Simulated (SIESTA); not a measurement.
The system is Os.

```xyz
2
Lattice="2.7341 0.0000 0.0000 -1.3671 2.3678 0.0000 0.0000 0.0000 4.3197" Properties=species:S:1:pos:R:3 pbc="T T T"
Os    1.3671    0.7893    3.2398
Os    0.0000    1.5785    1.0799
```

Base run:

- Program: SIESTA 5.4.2
- Functional: PBE
- Potentials or basis: PseudoDojo 0.4 standard (PBE files)
- Basis: DZP (energy shift 0.002 Ry)
- Grid cutoff: 800 Ry
- Energy shift: 0.002 Ry
- k mesh: 11 × 11 × 6
- Occupations: fermi-dirac, width 0.05 eV
- Spin: no spin polarisation

Its results: band gap on the k mesh none (metal or under the smearing width); pressure 12.5 GPa.

Question: The run is repeated on the same cell with these changes: basis from DZP (energy shift 0.002 Ry) to DZ (energy shift 0.01 Ry); energy shift from 0.002 Ry to 0.01 Ry. What comes out?

Answer: Band gap on the k mesh none (metal or under the smearing width); pressure -13.8 GPa.

Caveats: semicore shells carry a single zeta, which can move pressures by several GPa and volumes by a few percent; the basis of atomic orbitals isn't converged, which shifts pressures, moduli and gaps; the basis has no polarisation orbitals (some runs); spin-orbit coupling is left out, which moves the levels of the heavy elements (some runs).
